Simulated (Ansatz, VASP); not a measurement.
# One calculation of CdTe, two programs

```xyz
2
Lattice="0.0000 3.1699 3.1699 3.1699 0.0000 3.1699 3.1699 3.1699 0.0000" Properties=species:S:1:pos:R:3 pbc="T T T"
Cd    0.0000    0.0000    0.0000
Te    1.5850    1.5850    1.5850
```

Change from the starting cell: volume scaled by 0.88, PAW files.

Alike in both runs: task single point; functional PBE; k mesh 11 × 11 × 11; occupations fermi-dirac, width 0.08 eV; no spin polarisation.

|  | VASP | Ansatz |
| --- | --- | --- |
| version | VASP 6.6.1 | Ansatz 0.2.0 |
| potentials or method | VASP PAW PBE potentials, release 64 (Cd, Te) | PAW with Ansatz's default frozen-core files, scalar-relativistic |
| plane-wave cutoff (eV) | 520 | 420 |
| valence electrons in the cell | 18 | 36 |

Ansatz gave:

| Item | Value |
| --- | --- |
| pressure (GPa) | 6.2 |

**Question.** What did VASP give for the same quantities?

**Answer.** Pressure (GPa): 6.3.

With one functional, cell and mesh, what is left measures potentials, basis and numerics. The two sets of potentials don't hold the same shells in valence.
